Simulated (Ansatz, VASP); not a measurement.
**One calculation of CaO, two programs**

INCAR

```
PREC = Accurate ; ENCUT = 520
EDIFF = 1E-7 ; ISMEAR = 0
SIGMA = 0.01 ; LREAL = F
LASPH = T ; NELM = 60
ALGO = Normal ; ISIF = 2
LWAVE = F ; LCHARG = F
GGA = PE ; NBANDS = 15
```

Contents of KPOINTS:

```
Automatic mesh
0
Gamma
  8 8 8
```

The input POSCAR:

```
CaO
1.0
    2.9042203779      0.0000000000      0.0000000000
    0.0000000000      2.9042203779      0.0000000000
    0.0000000000      0.0000000000      2.9042203779
Ca O
1 1
Direct
    0.0000000000      0.0000000000      0.0000000000
    0.5000000000      0.5000000000      0.5000000000
```

Input for Ansatz:

```yaml
crystal:
  lattice:
    - [2.9042203779, 0.0, 0.0]
    - [0.0, 2.9042203779, 0.0]
    - [0.0, 0.0, 2.9042203779]
  atoms:
    - { symbol: Ca, position: [0.0, 0.0, 0.0] }
    - { symbol: O, position: [0.5, 0.5, 0.5] }
kpoints:
  mp_grid: { grid: [8, 8, 8] }
hamiltonian:
  xc: pbe
scf:
  occupations: { method: fixed }
  n_extra_bands: 4
output:
  forces: true
  stress: true
  eigenvalues: true
```

Alike in both runs: task single point; functional PBE; k mesh 8 × 8 × 8; no spin polarisation.

|  | VASP | Ansatz |
| --- | --- | --- |
| version | VASP 6.6.1 | Ansatz 0.2.0 |
| potentials or method | VASP PAW PBE potentials, release 64 (Ca_sv, O) | plane waves, PAW |
| plane-wave cutoff (eV) | 520 | 420 |
| occupations | gaussian, width 0.01 eV | fixed |
| valence electrons in the cell | 16 | 16 |

|  | VASP | Ansatz | Ansatz less VASP |
| --- | --- | --- | --- |
| gap on the k mesh at the Fermi level (eV) | 2.76 | 2.77 | +0.015 |
| pressure (GPa) | 4.2 | 3.5 | -0.67 |

A k mesh can miss the band edges. Expect the measured gap to be larger: semilocal functionals such as PBE lack the derivative discontinuity.
